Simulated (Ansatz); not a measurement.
Tunnelling through a barrier is set by its complex band structure: the current falls as exp(−2κd) with the smallest κ.

```yaml
crystal:
  lattice:
    - [4.32417, 0.00000, 0.00000]
    - [0.00000, 4.32417, 0.00000]
    - [0.00000, 0.00000, 2.81898]
  atoms:
    - { symbol: Ge, position: [0.50000, 0.50000, 0.50000] }
    - { symbol: Ge, position: [0.00000, 0.00000, 0.00000] }
    - { symbol: O, position: [0.30577, 0.30577, 0.00000] }
    - { symbol: O, position: [0.69423, 0.69423, 0.00000] }
    - { symbol: O, position: [0.19423, 0.80577, 0.50000] }
    - { symbol: O, position: [0.80577, 0.19423, 0.50000] }
```

Space group of this cell: P4_2/mnm, rutile. The cell is strained (all lengths scaled by 0.98); by r2SCAN its mean pressure is 17.7 GPa.

Transport runs along the normal of the first two printed cell vectors, the (001) plane of the conventional cell.

The gap is the functional's own. No spin-orbit coupling. Mid-gap values are interpolated on the energy grid.

Q: State the band gap and the smallest decay constant κ at mid-gap according to r2SCAN (Ansatz, an electronic-structure program).

A: Gap 3.40 eV on a 8×8×10 mesh; κ = 0.276 1/Å, at the zone centre.
